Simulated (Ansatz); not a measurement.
Level of theory: DFT PBE+D3(BJ), scalar-relativistic, plane waves, PAW (Ansatz 0.2.0). All cells share a 420 eV cutoff and Γ-centred k meshes spaced at most about 0.3 Å⁻¹ (2π included). No spin polarisation in the final relaxations.

These are static total energies at zero pressure. Both are relaxed sheets, periodic along a and b.

Two relaxed structures of ZrS2:

A.

```xyz
6
Lattice="3.6453 0.0000 0.0000 -1.8227 3.1569 0.0000 0.0000 0.0000 41.1752" Properties=species:S:1:pos:R:3 pbc="T T F"
Zr    0.0000    0.0000    8.5500
Zr    1.8227    1.0523   14.4500
S     0.0000    2.1046    7.0904
S     1.8227    1.0523   10.0056
S     0.0000    2.1046   15.9096
S     0.0000    0.0000   12.9944
```

B.

```xyz
6
Lattice="3.6437 0.0000 0.0000 -1.8218 3.1555 0.0000 0.0000 0.0000 42.1422" Properties=species:S:1:pos:R:3 pbc="T T F"
Zr    0.0000    0.0000    8.3659
Zr    0.0000    2.1037   14.6341
S     1.8218    1.0518    9.8216
S     0.0000    2.1037    6.9047
S     0.0000    0.0000   16.0953
S     1.8218    1.0518   13.1784
```

Problem. Which is lower in energy, and by how much?

Solution. A is lower, by 9 meV/atom. A has layer group p-3m1 (No. 72), 1.9 Å²/atom and a gap of 0.93 eV on its mesh; B has layer group p-3m1 (No. 72), 1.9 Å²/atom and a gap of 1.00 eV. In A, Zr at height 1.46 Å has 6 S at 2.56 Å; S at height 0.00 Å has 3 Zr at 2.56 Å; S at height 2.92 Å has 3 Zr at 2.56 Å. In B, Zr at height 1.46 Å has 6 S at 2.56 Å; S at height 2.92 Å has 3 Zr at 2.56 Å; S at height 0.00 Å has 3 Zr at 2.56 Å. Both come from invented guesses.

Kohn–Sham gaps at this level usually fall short of measured ones. Cells relaxed within their symmetry can be saddle points.
